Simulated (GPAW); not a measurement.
Crystal: CuO.

```xyz
4
Lattice="3.1755 0.0000 0.0000 0.0000 3.1755 0.0000 0.0000 0.0000 4.6495" Properties=species:S:1:pos:R:3 pbc="T T T"
Cu    0.0000    0.0000    0.0000
Cu    1.5877    1.5877    0.0000
O     1.5877    0.0000    1.2414
O     0.0000    1.5877    3.4081
```

The cell was built by a generator and needn't be a form met in nature.

- Program: GPAW 26.7.0
- Task: relaxation of cell and atoms
- Functional: OLYP
- Dispersion: D3(BJ)
- Potentials or basis: PAW data sets generated in the run's folder for this functional
- Cutoff: 800 eV
- Basis: pw
- k mesh: 6 × 6 × 4
- Occupations: fermi-dirac, width 0.05 eV
- Spin: no spin polarisation

At the start: pressure 10.6 GPa; volume 11.72 Å³/atom.

**Question.** How do energy, volume and symmetry change on relaxing?

**Answer.** Over 22 steps the energy falls by 721.8 meV/atom and the volume is 10.66 Å³/atom (-9.1 %); space group P4/nmm (No. 129, to 0.05 Å).

The path:
```tsv
step	energy change (eV)	largest force (eV/Å)	pressure (GPa)	volume (Å³)
1	0.0000	0.7583	10.57	46.88
2	-0.0791	0.7216	9.92	47.16
3	-0.2236	0.6585	8.71	47.69
4	-0.4113	0.5932	7.10	48.47
5	-0.6201	0.5533	5.24	49.44
6	-0.8353	0.5758	3.31	50.58
7	-1.0512	0.5913	1.37	51.79
8	-1.2473	0.5432	-0.40	52.99
9	-1.4259	0.4675	-2.05	54.18
10	-1.5860	0.5004	-3.51	55.11
11	-1.7528	0.6744	-4.54	55.51
12	-1.9680	0.9455	-5.10	55.34
13	-2.2261	0.9881	-5.56	54.70
14	-2.4517	0.7568	-5.72	53.63
15	-2.6179	0.4366	-5.25	52.15
16	-2.7295	0.1679	-3.97	50.30
17	-2.8020	0.0015	-1.96	48.17
18	-2.8484	0.0607	0.00	46.01
19	-2.8781	0.0402	0.91	44.10
20	-2.8866	0.0038	0.46	42.55
21	-2.8868	0.0034	0.35	42.58
22	-2.8871	0.0028	0.17	42.62
```

Final structure:
```
CELL_PARAMETERS angstrom
3.87113 0.00000 0.00000
0.00000 3.87113 0.00000
0.00000 0.00000 2.84416
ATOMIC_POSITIONS crystal
Cu 0.00000 0.00000 0.00000
Cu 0.50000 0.50000 0.00000
O 0.50000 0.00000 0.01193
O 0.00000 0.50000 0.98807
```

Caveat: with this Cu data set, volumes or pressures lay over 1.5 % or 2 GPa off other programs in two to four cells of ten; later steps reuse the first step's grids; the run has no spin polarisation, though such a crystal can be magnetic; pairwise dispersion overbinds metals, which lowers pressure and volume.
